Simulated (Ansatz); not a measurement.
**SiC: phonons and Grüneisen parameters, part 1 of 2**

How does the lattice vibrate, and how do the modes shift with volume? Displacements sample a 1×1×1 mesh. Runs: cell and atoms relaxed (PAW); volume scaled by 0.980, atoms relaxed (PAW); volume scaled by 1.020, atoms relaxed (PAW); reference run (PAW); volume scaled by 0.980 (PAW); volume scaled by 1.020 (PAW); mode Grüneisen parameters (PAW); linear response at the zone centre with the field response (PAW).

Program: Ansatz 0.2.0. Level of theory: DFT PBEsol, frozen-core PAW, scalar-relativistic unless said. These are calculated values, not measurements.

2 further runs of the same task are left out: 2 set aside as unsound or not needed.

## 1. Starting point

The structure is hexagonal, space group P6_3mc (No. 186). Conventional cell: a = 3.076 Å, b = 3.076 Å, c = 5.048 Å, α = 90.00°, β = 90.00°, γ = 120.00°. Around Si (site symmetry 3m) lie 4 C at 1.87 to 1.94 Å. Around C (site symmetry 3m) lie 4 Si at 1.87 to 1.94 Å.

Coordinates:

```cif
data_structure
_symmetry_space_group_name_H-M 'P6_3mc'
_symmetry_Int_Tables_number 186
_cell_length_a 3.0760
_cell_length_b 3.0760
_cell_length_c 5.0480
_cell_angle_alpha 90.000
_cell_angle_beta 90.000
_cell_angle_gamma 120.000
_cell_volume 41.36
loop_
_atom_site_label
_atom_site_type_symbol
_atom_site_symmetry_multiplicity
_atom_site_Wyckoff_symbol
_atom_site_fract_x
_atom_site_fract_y
_atom_site_fract_z
_atom_site_occupancy
Si1 Si 2 b 0.33333 0.66667 0.00000 1
C1 C 2 b 0.33333 0.66667 0.38500 1
```

Cartesian axes are those of the input's lattice vectors. The structure goes back to a database entry.

## 2. Cell and atoms relaxed, PAW

The input, input.yaml:

```yaml
crystal:
  lattice:
    - [3.07599999998, 0.0, 0.0]
    - [-1.53799999999, 2.66389414203, 0.0]
    - [0.0, 0.0, 5.048]
  atoms:
    - { symbol: Si, position: [0.333333333333, 0.666666666667, 0.0] }
    - { symbol: Si, position: [0.666666666667, 0.333333333333, 0.5] }
    - { symbol: C, position: [0.333333333333, 0.666666666667, 0.385] }
    - { symbol: C, position: [0.666666666667, 0.333333333333, 0.885] }
kpoints:
  mp_grid: { grid: [12, 12, 8] }
scf:
  occupations: { method: fermi_dirac, width: 0.05 }
hamiltonian:
  xc: pbesol
  pseudopotentials: { kind: paw }
relax:
  f_tol: 0.002
  max_steps: 80
  cell: {}
output:
  forces: true
  stress: true
```

On the command line:

```bash
$ ansatz run input.yaml --threads 1 --pin off --max-ram 3072MiB --backend cpu --events-out ev --progress --plain --runs-dir out
```

The log of the run:

```text
Engine: ansatz 0.2.0
Pseudopotentials: kind: paw
Pseudopotential: Si, paw, valence charge 4, recommended cutoff 420 eV (normal), Si.paw.azcp
Pseudopotential: C, paw, valence charge 4, recommended cutoff 420 eV (normal), C.paw.azcp
Functional definition: PBEsol
  exchange = pbesol_x
  correlation = pbesol_c
Crystal: 4 atoms, lattice volume = 41.364 Å³
Basis set: ecut = 420 eV, 785 PW (Γ), exchange–correlation on 48×48×72 points (8 copies of the dense FFT grid, shifted against one another)
Bands: 12, of which v1, the nominal top of the filled ones, is band 8 counted from 1 (7 counted from 0)
Symmetry: 12 space group operations
Space group: P63mc (ITA 186), of the structure as read, at distance tolerance 3.5e-5 Å
k-points: 95 of 1152 (time reversal used)
Non-local potential: Si, projectors of the file, l = 0: 2, l = 1: 2, l = 2: 2
Non-local potential: C, projectors of the file, l = 0: 2, l = 1: 2, l = 2: 1
PAW form: soft (Blöchl's): semilocal exchange-correlation on the pseudo side does not see the compensation charge
PAW frozen core: Si, regenerated for the run's functional, and the local potential with it (the file was generated under x = pbe(κ = 0.804, μ = 0.2195149727645171), c = pbe(β = 0.06672455060314922))
PAW frozen core: C, regenerated for the run's functional, and the local potential with it (the file was generated under x = pbe(κ = 0.804, μ = 0.2195149727645171), c = pbe(β = 0.06672455060314922))
PAW one-centre angular grid: Si, 110 points (default); XC on 64 Gauss nodes
PAW one-centre angular grid: C, 110 points (default); XC on 64 Gauss nodes
Initial density: superposition of atomic densities (neutral atoms: chi_scale 0, normalization atom), corrected by the library's trained network
Initial wavefunctions: pseudopotential atomic-orbital guess
Functional: x = pbesol(κ = 0.804, μ = 0.12345679012345678), c = pbesol(β = 0.046)
SCF iter   1: F=—  HF=-1737.379023 eV  |F-HF|=—  |Δ(HF+E_count)|=         —  Δρ=8.39e-3  dr2=3.56e-2  ethr=1.77e-3  ⟨swp⟩=5.2  Hψ=7472  notcnv=0
preconditioner: auto → none  [insulator: Δε(μ)=2.052 eV  Ē_g=11.796 eV  σ=0.050 eV  W_gap=1.00  n_scr=2 (ndim 8)  ℏωp=23.1 eV  f_vac=0.000  D(μ)=0.00/eV (n_scr^D=0)  ε∞_Penn≈4.8]
SCF iter   2: F=—  HF=-1737.369156 eV  |F-HF|=—  |Δ(HF+E_count)|=   9.87e-3  Δρ=2.38e-3  dr2=1.87e-3  ethr=2.23e-4  ⟨swp⟩=2.7  Hψ=2926  notcnv=0
SCF iter   3: F=—  HF=-1737.368646 eV  |F-HF|=—  |Δ(HF+E_count)|=   5.10e-4  Δρ=7.58e-4  dr2=1.72e-4  ethr=1.17e-5  ⟨swp⟩=2.0  Hψ=1738  notcnv=0
SCF iter   4: F=—  HF=-1737.368641 eV  |F-HF|=—  |Δ(HF+E_count)|=   5.28e-6  Δρ=1.10e-4  dr2=2.48e-6  ethr=1.07e-6  ⟨swp⟩=2.0  Hψ=1898  notcnv=0
SCF iter   5: F=—  HF=-1737.368648 eV  |F-HF|=—  |Δ(HF+E_count)|=   7.57e-6  Δρ=9.17e-6  dr2=2.85e-8  ethr=1.55e-8  ⟨swp⟩=2.0  Hψ=1904  notcnv=0
SCF iter   6: F=-1737.368648 eV  HF=-1737.368648 eV  |F-HF|=2.24e-10  |Δ(HF+E_count)|=   5.42e-9  Δρ=2.63e-6  dr2=1.61e-9  ethr=1.78e-10  ⟨swp⟩=2.1  Hψ=4031  notcnv=0
SCF 1 converged in 6 iterations: F = -1737.368648 eV  dr2 = 1.61e-9
relax step   1: F+E_penalty+E_count = -1737.36864820 eV  Δ(F+E_penalty+E_count) = +0.000e0 eV  max|allowed force component| = 7.472e-1 eV/Å  Δτ_max = 0.0000 Å  P = +0.261 GPa  Ω = 41.364 Å³  (6 SCF iters, dr2 threshold 1.00e-7 eV, accepted)
Crystal: 4 atoms, lattice volume = 41.370 Å³
Initial density: handed on by an earlier stage of this run
Initial wavefunctions: those handed on with the density
iter 1 solved again at ethr=1.10e-5 eV; its pass at ethr=3.10e-3 eV (dr2=1.77e-3 eV) is discarded
SCF iter   1: F=—  HF=-1737.390201 eV  |F-HF|=—  |Δ(HF+E_count)|=         —  Δρ=2.25e-3  dr2=1.82e-3  ethr=1.10e-5  ⟨swp⟩=2.4  Hψ=7833  notcnv=0
preconditioner: auto → none  [insulator: Δε(μ)=2.216 eV  Ē_g=11.840 eV  σ=0.050 eV  W_gap=1.00  n_scr=2 (ndim 8)  ℏωp=23.1 eV  f_vac=0.000  D(μ)=0.00/eV (n_scr^D=0)  ε∞_Penn≈4.8]
SCF iter   2: F=—  HF=-1737.389596 eV  |F-HF|=—  |Δ(HF+E_count)|=   6.05e-4  Δρ=8.03e-4  dr2=1.57e-4  ethr=1.10e-5  ⟨swp⟩=2.3  Hψ=1871  notcnv=0
SCF iter   3: F=—  HF=-1737.389571 eV  |F-HF|=—  |Δ(HF+E_count)|=   2.49e-5  Δρ=1.95e-4  dr2=6.07e-6  ethr=9.79e-7  ⟨swp⟩=2.2  Hψ=1887  notcnv=0
SCF iter   4: F=—  HF=-1737.389572 eV  |F-HF|=—  |Δ(HF+E_count)|=   1.42e-6  Δρ=6.16e-5  dr2=1.54e-6  ethr=2.50e-9  ⟨swp⟩=5.0  Hψ=4293  notcnv=0
SCF iter   5: F=-1737.389572 eV  HF=-1737.389572 eV  |F-HF|=4.79e-10  |Δ(HF+E_count)|=   4.50e-7  Δρ=5.06e-6  dr2=4.52e-9  ethr=2.50e-9  ⟨swp⟩=4.8  Hψ=4041  notcnv=0
SCF 2 converged in 5 iterations: F = -1737.389572 eV  dr2 = 4.52e-9
relax step   2: F+E_penalty+E_count = -1737.38957185 eV  Δ(F+E_penalty+E_count) = -2.092e-2 eV  max|allowed force component| = 4.437e-1 eV/Å  Δτ_max = 0.0122 Å  P = +0.161 GPa  Ω = 41.370 Å³  energy of the carried Pulay correction = -1.046e-5 eV  (5 SCF iters, dr2 threshold 4.00e-7 eV, accepted)
Crystal: 4 atoms, lattice volume = 41.282 Å³
iter 1 solved again at ethr=1.78e-4 eV; its pass at ethr=3.10e-3 eV (dr2=2.86e-2 eV) is discarded
SCF iter   1: F=—  HF=-1737.383073 eV  |F-HF|=—  |Δ(HF+E_count)|=         —  Δρ=9.21e-3  dr2=2.93e-2  ethr=1.78e-4  ⟨swp⟩=1.0  Hψ=8846  notcnv=0
preconditioner: auto → none  [insulator: Δε(μ)=2.064 eV  Ē_g=11.864 eV  σ=0.050 eV  W_gap=1.00  n_scr=2 (ndim 8)  ℏωp=23.1 eV  f_vac=0.000  D(μ)=0.00/eV (n_scr^D=0)  ε∞_Penn≈4.8]
SCF iter   2: F=—  HF=-1737.370819 eV  |F-HF|=—  |Δ(HF+E_count)|=   1.23e-2  Δρ=2.92e-3  dr2=2.21e-3  ethr=1.78e-4  ⟨swp⟩=2.8  Hψ=2196  notcnv=0
SCF iter   3: F=—  HF=-1737.369999 eV  |F-HF|=—  |Δ(HF+E_count)|=   8.20e-4  Δρ=5.72e-4  dr2=7.47e-5  ethr=1.38e-5  ⟨swp⟩=2.5  Hψ=1865  notcnv=0
SCF iter   4: F=—  HF=-1737.369956 eV  |F-HF|=—  |Δ(HF+E_count)|=   4.35e-5  Δρ=2.00e-4  dr2=9.80e-6  ethr=4.67e-7  ⟨swp⟩=2.0  Hψ=1867  notcnv=0
SCF iter   5: F=-1737.369954 eV  HF=-1737.369954 eV  |F-HF|=4.53e-8  |Δ(HF+E_count)|=   1.29e-6  Δρ=2.43e-5  dr2=1.08e-7  ethr=2.50e-9  ⟨swp⟩=3.2  Hψ=4774  notcnv=0
SCF 3 converged in 5 iterations: F = -1737.369954 eV  dr2 = 1.08e-7
relax step   3: F+E_penalty+E_count = -1737.36995430 eV  Δ(F+E_penalty+E_count) = +1.962e-2 eV  max|allowed force component| = 5.430e-1 eV/Å  Δτ_max = 0.0185 Å  P = +0.649 GPa  Ω = 41.282 Å³  energy of the carried Pulay correction = +1.520e-4 eV  (5 SCF iters, dr2 threshold 4.00e-7 eV, rejected (line search))
Crystal: 4 atoms, lattice volume = 41.344 Å³
iter 1 solved again at ethr=6.48e-5 eV; its pass at ethr=3.10e-3 eV (dr2=1.04e-2 eV) is discarded
SCF iter   1: F=—  HF=-1737.409248 eV  |F-HF|=—  |Δ(HF+E_count)|=         —  Δρ=5.46e-3  dr2=1.03e-2  ethr=6.48e-5  ⟨swp⟩=1.0  Hψ=8285  notcnv=0
preconditioner: auto → none  [insulator: Δε(μ)=2.152 eV  Ē_g=11.845 eV  σ=0.050 eV  W_gap=1.00  n_scr=2 (ndim 8)  ℏωp=23.1 eV  f_vac=0.000  D(μ)=0.00/eV (n_scr^D=0)  ε∞_Penn≈4.8]
SCF iter   2: F=—  HF=-1737.404934 eV  |F-HF|=—  |Δ(HF+E_count)|=   4.31e-3  Δρ=1.80e-3  dr2=8.35e-4  ethr=6.42e-5  ⟨swp⟩=2.3  Hψ=1888  notcnv=0
SCF iter   3: F=—  HF=-1737.404618 eV  |F-HF|=—  |Δ(HF+E_count)|=   3.16e-4  Δρ=3.55e-4  dr2=3.10e-5  ethr=5.22e-6  ⟨swp⟩=2.7  Hψ=1929  notcnv=0
SCF iter   4: F=—  HF=-1737.404589 eV  |F-HF|=—  |Δ(HF+E_count)|=   2.85e-5  Δρ=1.23e-4  dr2=2.98e-6  ethr=1.94e-7  ⟨swp⟩=2.0  Hψ=1857  notcnv=0
SCF iter   5: F=—  HF=-1737.404592 eV  |F-HF|=—  |Δ(HF+E_count)|=   3.23e-6  Δρ=2.53e-5  dr2=9.47e-8  ethr=1.86e-8  ⟨swp⟩=2.4  Hψ=1926  notcnv=0
SCF iter   6: F=—  HF=-1737.404592 eV  |F-HF|=—  |Δ(HF+E_count)|=   3.82e-7  Δρ=2.44e-6  dr2=8.52e-10  ethr=5.92e-10  ⟨swp⟩=2.0  Hψ=1841  notcnv=0
SCF iter   7: F=-1737.404592 eV  HF=-1737.404592 eV  |F-HF|=2.73e-12  |Δ(HF+E_count)|=  8.68e-10  Δρ=1.24e-7  dr2=2.46e-12  ethr=1.00e-12  ⟨swp⟩=5.0  Hψ=4257  notcnv=0
SCF 4 converged in 7 iterations: F = -1737.404592 eV  dr2 = 2.46e-12
relax step   4: F+E_penalty+E_count = -1737.40459202 eV  Δ(F+E_penalty+E_count) = -1.502e-2 eV  max|allowed force component| = 1.036e-3 eV/Å  Δτ_max = 0.0109 Å  P = +0.090 GPa  Ω = 41.344 Å³  energy of the carried Pulay correction = +3.795e-5 eV  (7 SCF iters, accepted)
Crystal: 4 atoms, lattice volume = 41.354 Å³
iter 1 solved again at ethr=1.33e-8 eV; its pass at ethr=3.10e-3 eV (dr2=2.12e-6 eV) is discarded
SCF iter   1: F=—  HF=-1737.404600 eV  |F-HF|=—  |Δ(HF+E_count)|=         —  Δρ=6.42e-5  dr2=2.08e-6  ethr=1.33e-8  ⟨swp⟩=1.0  Hψ=6943  notcnv=0
preconditioner: auto → none  [insulator: Δε(μ)=2.123 eV  Ē_g=11.846 eV  σ=0.050 eV  W_gap=1.00  n_scr=2 (ndim 8)  ℏωp=23.1 eV  f_vac=0.000  D(μ)=0.00/eV (n_scr^D=0)  ε∞_Penn≈4.8]
SCF iter   2: F=—  HF=-1737.404577 eV  |F-HF|=—  |Δ(HF+E_count)|=   2.35e-5  Δρ=1.55e-5  dr2=8.07e-8  ethr=1.30e-8  ⟨swp⟩=2.0  Hψ=1877  notcnv=0
SCF iter   3: F=-1737.404577 eV  HF=-1737.404577 eV  |F-HF|=2.19e-9  |Δ(HF+E_count)|=   2.50e-8  Δρ=4.56e-6  dr2=7.37e-9  ethr=1.34e-10  ⟨swp⟩=4.4  Hψ=3924  notcnv=0
SCF 5 converged in 3 iterations: F = -1737.404577 eV  dr2 = 7.37e-9
relax step   5: F+E_penalty+E_count = -1737.40457666 eV  Δ(F+E_penalty+E_count) = +1.536e-5 eV  max|allowed force component| = 1.871e-4 eV/Å  Δτ_max = 0.0000 Å  P = +0.033 GPa  Ω = 41.354 Å³  energy of the carried Pulay correction = +1.851e-5 eV  (3 SCF iters, dr2 threshold 2.14e-8 eV, accepted)
Initial wavefunctions: pseudopotential atomic-orbital guess (no wavefunctions were taken with the density)
iter 1 solved again at ethr=4.82e-8 eV; its pass at ethr=3.10e-3 eV (dr2=7.71e-6 eV) is discarded
SCF iter   1: F=—  HF=-1737.404582 eV  |F-HF|=—  |Δ(HF+E_count)|=         —  Δρ=5.35e-6  dr2=9.33e-9  ethr=4.82e-8  ⟨swp⟩=3.2  Hψ=10865  notcnv=0
preconditioner: auto → none  [insulator: Δε(μ)=2.124 eV  Ē_g=11.846 eV  σ=0.050 eV  W_gap=1.00  n_scr=2 (ndim 8)  ℏωp=23.1 eV  f_vac=0.000  D(μ)=0.00/eV (n_scr^D=0)  ε∞_Penn≈4.8]
SCF iter   2: F=—  HF=-1737.404560 eV  |F-HF|=—  |Δ(HF+E_count)|=   2.22e-5  Δρ=2.55e-6  dr2=1.62e-9  ethr=5.83e-11  ⟨swp⟩=2.7  Hψ=2078  notcnv=0
SCF iter   3: F=—  HF=-1737.404560 eV  |F-HF|=—  |Δ(HF+E_count)|=  3.84e-11  Δρ=8.16e-7  dr2=1.50e-10  ethr=1.01e-11  ⟨swp⟩=2.3  Hψ=1926  notcnv=0
SCF iter   4: F=-1737.404560 eV  HF=-1737.404560 eV  |F-HF|=1.00e-11  |Δ(HF+E_count)|=  5.91e-12  Δρ=2.22e-7  dr2=2.28e-11  ethr=1.00e-12  ⟨swp⟩=4.8  Hψ=4063  notcnv=0
SCF 6 converged in 4 iterations: F = -1737.404560 eV  dr2 = 2.28e-11
relax step   6: F+E_penalty+E_count = -1737.40456027 eV  Δ(F+E_penalty+E_count) = +1.640e-5 eV  max|allowed force component| = 2.080e-4 eV/Å  Δτ_max = 0.0000 Å  P = +0.034 GPa  Ω = 41.354 Å³  stress off target by 3.60e-2 GPa  SCF on the basis re-selected at this cell (its energy is not comparable with the rows above)  (4 SCF iters)
basis re-selected at this cell: Δ(F+E_penalty+E_count) = +1.640e-5 eV, ΔP = +0.001 GPa vs the last step (what re-selecting the basis moved, of the pressure what is left beyond the Pulay correction that the steps carried, after the strain that the cell walked since its last selection, with what the two solves' SCF thresholds leave and, on support functions, any second-order correction that the steps lacked; it is no measure of the basis error at this ecutwfc). This SCF's stress stands 3.60e-2 GPa from its target on what of the cell is left free (relax.cell.stress_tol is 5.00e-2 GPa) and its largest allowed force component is 2.08e-4 eV/Å (relax.f_tol is 2.00e-3 eV/Å): within both
SCF converged after 4 iterations
Free energy (F): -1737.404560 eV
Harris-Foulkes:  -1737.404560 eV  (|F-HF|=1.00e-11)
Internal energy: -1737.404560 eV  (E = F + TS)
E sigma→0 (E₀):  -1737.404560 eV
Fermi energy:    10.662835 eV
--- Per-component energies (eV) ---
  E_band       = 56.322375
  E_kinetic    = 270.719092
  E_local      = -209.261893  (includes V_loc(G=0)·N_el)
  E_nonlocal   = 103.939719
  E_hartree    = 63.967380
  E_xc         = -209.325056
  E_vxc        = -218.407669  (∫ρ·V_xc dr)
  E_paw        = -1188.669134  (= ΣΔE_a)
  E_vpaw       = -18.601726  (= ΣTr[D̂ρ^β])
  E_aug_tail   = 0.000028  (compensation charges beyond the density's cutoff)
  E_ewald      = -568.880018
  E_core_change = 0.105322  (= ΣΔE_core)
  E_smearing   = -0.000000  (= −TS)
  E_closure    = -0.000000  (closes the sum)
  Σ components = -1737.404560   (vs F -1737.404560, Δ=0.00e0)
--- Forces (eV/Å), atoms counted from 1 ---
  atom   1  Si     0.00000000    -0.00000000    -0.00020741
  atom   2  Si     0.00000000     0.00000000    -0.00020741
  atom   3  C      0.00000000    -0.00000000     0.00020852
  atom   4  C     -0.00000000     0.00000000     0.00020852
  max |Σ_I F_I| component: 2.22e-6 eV/Å
--- Stress (GPa, compression-positive) ---
        0.036002      -0.000000      -0.000000
        0.000000       0.036002      -0.000000
       -0.000000      -0.000000       0.029574
  P = ⅓ Tr σ = 0.0339 GPa (0.339 kbar)
--- Relaxed structure (5 steps of the walk, 4 accepted, 1 SCFs on fresh bases) ---
  F+E_penalty+E_count = -1737.40456027 eV   max|allowed force component| = 2.080e-4 eV/Å   (the final SCF, on the basis selected at the relaxed cell)
  cell:  # Å, volume = 41.3540 Å³
    - [3.0757714489841925, 0.0, -1.4274843555660946e-35]
    - [-1.5378857244920963, 2.663696211055184, -1.7587332530671457e-35]
    - [-2.3426336238413066e-35, -4.685267247682613e-35, 5.047531005927891]
  atoms:
    - { symbol: Si, position: [0.33333333333333337, 0.6666666666666667, 0.004593261986387014] }
    - { symbol: Si, position: [0.6666666666666667, 0.33333333333333337, 0.5045932619863869] }
    - { symbol: C, position: [0.33333333333333337, 0.6666666666666667, 0.38040673801361297] }
    - { symbol: C, position: [0.6666666666666667, 0.33333333333333337, 0.8804067380136131] }
```

It took 27 s on 1 thread of AMD EPYC 7R43 (Zen 3), shared host; peak memory 0.38 GiB.

The steps of the relaxation:

```tsv
step	energy from step 1 (eV/cell)	largest force component (eV/Å)	pressure (GPa)	volume (Å³)
1	0.0000	0.7472	0.26	41.36
2	-0.0209	0.4437	0.16	41.37
3x	-0.0013	0.5430	0.65	41.28
4	-0.0359	0.0010	0.09	41.34
5	-0.0359	0.0002	0.03	41.35
6	-0.0359	0.0002	0.03	41.35
```

Step 1 is the start. Step 6 repeats the geometry before on a plane-wave basis chosen anew for that cell, so the energy can jump there without any move; the table keeps such jumps. 1 step was tried and not accepted (marked x).

| input's cell | before | after | change |
| --- | --- | --- | --- |
| a (Å) | 3.076 | 3.076 | -0.0 % |
| b (Å) | 3.076 | 3.076 | -0.0 % |
| c (Å) | 5.048 | 5.048 | -0.0 % |
| volume (Å³/atom) | 10.34 | 10.34 | -0.0 % |

The largest move, 0.02 Å, apart from the change of the cell, is shared by several atoms, C3 among them.

## 3. Volume scaled by 0.980, atoms relaxed, PAW

The input, input.yaml:

```yaml
crystal:
  lattice:
    - [3.05512806558, 0.0, 0.0]
    - [-1.52756403279, 2.64581851661, 0.0]
    - [0.0, 0.0, 5.01365393817]
  atoms:
    - { symbol: Si, position: [0.333333333333, 0.666666666667, 0.004593261986] }
    - { symbol: Si, position: [0.666666666667, 0.333333333333, 0.504593261986] }
    - { symbol: C, position: [0.333333333333, 0.666666666667, 0.380406738014] }
    - { symbol: C, position: [0.666666666667, 0.333333333333, 0.880406738014] }
kpoints:
  mp_grid: { grid: [8, 8, 4] }
scf:
  occupations: { method: fixed }
hamiltonian:
  xc: pbesol
  pseudopotentials: { kind: paw }
relax:
  f_tol: 0.002
  max_steps: 80
output:
  forces: true
  stress: true
```

On the command line:

```bash
$ ansatz run input.yaml --threads 1 --pin off --max-ram 3072MiB --backend cpu --events-out ev --progress --plain --runs-dir out
```

The log of the run, shortened:

```text
Warning: output.stress: scf.convergence.dr2_threshold = 4e-9 eV (the default of a walk held to its f_tol) is looser than the 4e-10 eV advised for a printed stress (1e-10 eV for each atom of the cell: 4). What an SCF threshold leaves in a stress goes as its square root, and in the free [...]
[... 4 set-up lines as earlier in the session ...]
[...]
Crystal: 4 atoms, lattice volume = 40.527 Å³
Basis set: ecut = 420 eV, 785 PW (Γ), exchange–correlation on 48×48×72 points (8 copies of the dense FFT grid, shifted against one another)
Bands: 12, of which v1, the nominal top of the filled ones, is band 8 counted from 1 (7 counted from 0)
[... 1 set-up line as earlier in the session ...]
Space group: P63mc (ITA 186), of the structure as read, at distance tolerance 3.4e-5 Å
k-points: 30 of 256 (time reversal used)
[...]
SCF converged after 2 iterations
Free energy (F): -1737.391792 eV
[...]
E sigma→0 (E₀):  -1737.391792 eV
Fermi energy:    9.832753 eV
[...]
--- Forces (eV/Å), atoms counted from 1 ---
  atom   1  Si     0.00000000    -0.00000000     0.00113010
  atom   2  Si     0.00000000     0.00000000     0.00113010
  atom   3  C     -0.00000000    -0.00000000    -0.00113855
  atom   4  C      0.00000000     0.00000000    -0.00113855
[...]
--- Stress (GPa, compression-positive) ---
        4.764837       0.000000       0.000000
        0.000000       4.764837       0.000000
        0.000000       0.000000       4.606632
  P = ⅓ Tr σ = 4.7121 GPa (47.121 kbar)
--- Relaxed structure (2 steps of the walk, 2 accepted, 0 SCFs on fresh bases) ---
  F+E_penalty+E_count = -1737.39179191 eV   max|allowed force component| = 1.134e-3 eV/Å
  atoms:
    - { symbol: Si, position: [0.33333333333333337, 0.6666666666666667, 0.004593261986000001] }
    - { symbol: Si, position: [0.6666666666666667, 0.33333333333333337, 0.504593261986] }
    - { symbol: C, position: [0.33333333333333337, 0.6666666666666667, 0.38040673801400005] }
    - { symbol: C, position: [0.6666666666666667, 0.33333333333333337, 0.880406738014] }
```

It took 2.4 s on 1 thread of AMD EPYC 7R43 (Zen 3), shared host; peak memory 0.36 GiB.

Step by step:

```tsv
step	energy from step 1 (eV/cell)	largest force component (eV/Å)
1	0.0000	0.0011
2	0.0000	0.0011
```

Step 1 is the start. Step 2 solves the same geometry again.

## 4. Volume scaled by 1.020, atoms relaxed, PAW

input.yaml: that of step 3 with these lines changed.

```diff
@@ -2,5 +2,5 @@
   lattice:
-    - [3.05512806558, 0.0, 0.0]
-    - [-1.52756403279, 2.64581851661, 0.0]
-    - [0.0, 0.0, 5.01365393817]
+    - [3.09614138996, 0.0, 0.0]
+    - [-1.54807069498, 2.68133709742, 0.0]
+    - [0.0, 0.0, 5.08095933778]
   atoms:
```

On the command line:

```bash
$ ansatz run input.yaml --threads 1 --pin off --max-ram 3072MiB --backend cpu --events-out ev --progress --plain --runs-dir out
```

The log of the run, shortened:

```text
Warning: output.stress: scf.convergence.dr2_threshold = 4e-9 eV (the default of a walk held to its f_tol) is looser than the 4e-10 eV advised for a printed stress (1e-10 eV for each atom of the cell: 4). What an SCF threshold leaves in a stress goes as its square root, and in the free [...]
[... 4 set-up lines as earlier in the session ...]
[...]
Crystal: 4 atoms, lattice volume = 42.181 Å³
Basis set: ecut = 420 eV, 809 PW (Γ), exchange–correlation on 48×48×72 points (8 copies of the dense FFT grid, shifted against one another)
Bands: 12, of which v1, the nominal top of the filled ones, is band 8 counted from 1 (7 counted from 0)
[... 2 set-up lines as earlier in the session ...]
k-points: 30 of 256 (time reversal used)
[...]
SCF converged after 3 iterations
Free energy (F): -1737.392928 eV
[...]
E sigma→0 (E₀):  -1737.392928 eV
Fermi energy:    9.322756 eV
[...]
--- Forces (eV/Å), atoms counted from 1 ---
  atom   1  Si     0.00000000    -0.00000000     0.00000088
  atom   2  Si     0.00000000     0.00000000     0.00000088
  atom   3  C      0.00000000    -0.00000000    -0.00000127
  atom   4  C      0.00000000     0.00000000    -0.00000127
[...]
--- Stress (GPa, compression-positive) ---
       -4.214439       0.000000       0.000000
        0.000000      -4.214439       0.000000
        0.000000       0.000000      -4.193033
  P = ⅓ Tr σ = -4.2073 GPa (-42.073 kbar)
--- Relaxed structure (3 steps of the walk, 3 accepted, 0 SCFs on fresh bases) ---
  F+E_penalty+E_count = -1737.39292784 eV   max|allowed force component| = 1.077e-6 eV/Å
  atoms:
    - { symbol: Si, position: [0.3333333333333334, 0.6666666666666669, 0.004559167847065234] }
    - { symbol: Si, position: [0.6666666666666669, 0.3333333333333334, 0.5045591678470652] }
    - { symbol: C, position: [0.3333333333333334, 0.6666666666666669, 0.3804408321529347] }
    - { symbol: C, position: [0.6666666666666669, 0.3333333333333334, 0.8804408321529348] }
```

It took 3.5 s on 1 thread of AMD EPYC 7R43 (Zen 3), shared host; peak memory 0.34 GiB.

The steps of the relaxation:

```tsv
step	energy from step 1 (eV/cell)	largest force component (eV/Å)
1	0.0000	0.0059
2	0.0000	0.0038
3	0.0000	0.0000
```

Step 1 is the start.

(Continued in part 2 of 2.)
